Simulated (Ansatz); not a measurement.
3 structures of HfO2, a ranking of polymorphs by energy

Computed with the Ansatz DFT code, driven from Python.

Script `polymorphs.py`:
```python
"""Which structure of HfO2 is lowest in energy, after relaxing cells and atoms."""

import warnings

import ansatz as az
import spglib

FUNCTIONAL = "pbe"
ECUT = 450
KSPACING = 0.36
SMEARING = "gaussian"
SMEARING_WIDTH = 0.02


def solve(name, crystal):
    calc = (
        crystal.calculation()
        .functional(FUNCTIONAL)
        .basis(ECUT)
        .kpoints(spacing=KSPACING)
        .occupations(SMEARING, width=SMEARING_WIDTH)
        .stress()
        .band_table()
    )
    calc = calc.relax(force_tolerance=0.01, max_steps=40, cell=True)
    return calc.run(threads=1)


def space_group(outcome):
    sites = outcome.report["lattice"]["sites"]
    kinds = sorted({site["symbol"] for site in sites})
    cell = (outcome.lattice.cell_ang, [site["position_frac"] for site in sites], [kinds.index(site["symbol"]) for site in sites])
    return spglib.get_spacegroup(cell, symprec=0.01)


def gap_ev(outcome):
    # nan where the run reports no band edges: a metal, overlapping bands, or a gap that is small against the smearing
    edges = outcome.report.get("band_edges_ev")
    return edges[1] - edges[0] if edges else float("nan")


def main() -> None:
    warnings.simplefilter("ignore", az.DeckWarning)

    phases = {}
    p4_2_mnm = (
        az.Lattice.from_parameters(4.81353299, 4.81353299, 3.20541541, alpha=90, beta=90, gamma=90)
        .space_group(136, hermann_mauguin="P42/mnm")
        .atom("Hf", (0.0, 0.0, 0.0))
        .atom("O", (0.19495512, 0.80504488, 0.5))
    )
    phases["P4_2/mnm"] = p4_2_mnm
    p4_2_nmc = (
        az.Lattice.from_parameters(3.55801933, 3.55801933, 5.17186121, alpha=90, beta=90, gamma=90)
        .space_group(137, hermann_mauguin="P42/nmc", origin_choice=1)
        .atom("Hf", (0.5, 0.5, 0.5))
        .atom("O", (0.0, 0.5, 0.69720788))
    )
    phases["P4_2/nmc"] = p4_2_nmc
    fm_3m = (
        az.Lattice.from_parameters(3.616851, 3.616851, 3.616851, alpha=60.0, beta=60.0, gamma=60.0)
        .atom("Hf", (0.0, 0.0, 0.0))
        .atom("O", (0.25, 0.25, 0.25))
        .atom("O", (0.75, 0.75, 0.75))
    )
    phases["Fm-3m"] = fm_3m

    done = {name: solve(name, crystal) for name, crystal in phases.items()}

    energy = {name: o.report["energy_sigma0_ev"] / len(o.lattice.sites) for name, o in done.items()}
    lowest = min(energy.values())
    rows = [(name, len(o.lattice.sites), 1000 * (energy[name] - lowest), space_group(o), gap_ev(o)) for name, o in done.items()]
    rows.sort(key=lambda row: row[2])
    print("| phase | atoms | dE (meV/atom) | space group | gap (eV) |")
    print("| --- | --- | --- | --- | --- |")
    for row in rows:
        print(f"| {row[0]} | {row[1]:d} | {row[2]:.1f} | {row[3]} | {row[4]:.2f} |")
    print("order:", " < ".join(row[0] for row in rows))


if __name__ == "__main__":
    main()
```

```console
$ python polymorphs.py
| phase | atoms | dE (meV/atom) | space group | gap (eV) |
| --- | --- | --- | --- | --- |
| P4_2/mnm | 6 | 0.0 | P4_2/mnm (136) | 3.90 |
| P4_2/nmc | 6 | 27.8 | P4_2/nmc (137) | 4.67 |
| Fm-3m | 3 | 64.2 | Fm-3m (225) | 3.75 |
order: P4_2/mnm < P4_2/nmc < Fm-3m
```

By space group at the end of each run: P4_2/mnm (+0 meV an atom, 12.9 Å³), P4_2/nmc (+28 meV an atom, 11.4 Å³) and Fm-3m (+64 meV an atom, 11.0 Å³).

Spin is left out of this run. Semilocal gaps usually lie well under measured ones. The cells come from databases of deposited and of computed structures, and not all need be stable phases. Gaps and levels are Kohn-Sham values on a finite set of k-points, without spin-orbit coupling. The ranking holds among these structures alone, at zero temperature; the ground state may be another structure. Differences under 10 to 15 meV an atom lie within the error of mesh and functional. It ran for 100 s on 1 thread of AMD EPYC 7R43 64-Core Processor (Zen 3), on a shared host, peak memory 0.48 GiB.

(Lines on the test bed's own set-up are left out of the output.)
